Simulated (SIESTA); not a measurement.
Crystal: CsPbBr3.

```
CELL_PARAMETERS angstrom
5.87000 0.00000 0.00000
0.00000 5.87000 0.00000
0.00000 0.00000 5.87000
ATOMIC_POSITIONS crystal
Pb 0.50000 0.50000 0.50000
Cs 0.00000 0.00000 0.00000
Br 0.50000 0.50000 0.00000
Br 0.50000 0.00000 0.50000
Br 0.00000 0.50000 0.50000
```

Measurements of this composition are mostly on another form, of space group No. 62.

Base run:

```yaml
Program: SIESTA 5.4.2
Functional: LDA
Potentials_or_basis: PseudoDojo 0.4 standard (LDA files)
Basis: DZP (energy shift 0.003 Ry; two zetas on semicore shells; d shell added on Cs)
Grid_cutoff: 500 Ry
Energy_shift: 0.003 Ry
k_mesh: 5 × 5 × 5
Occupations: fermi-dirac, width 0.05 eV
Spin: no spin polarisation
```

Its results: pressure -0.9 GPa.

Problem. The run is repeated on the same cell with these changes: functional from LDA to PBEsol; potentials or basis from PseudoDojo 0.4 standard (LDA files) to PseudoDojo 0.4 standard (PBEsol files). What comes out?

Solution. Pressure 0.2 GPa.

Caveats: the basis of atomic orbitals isn't converged, which shifts pressures, moduli and gaps.
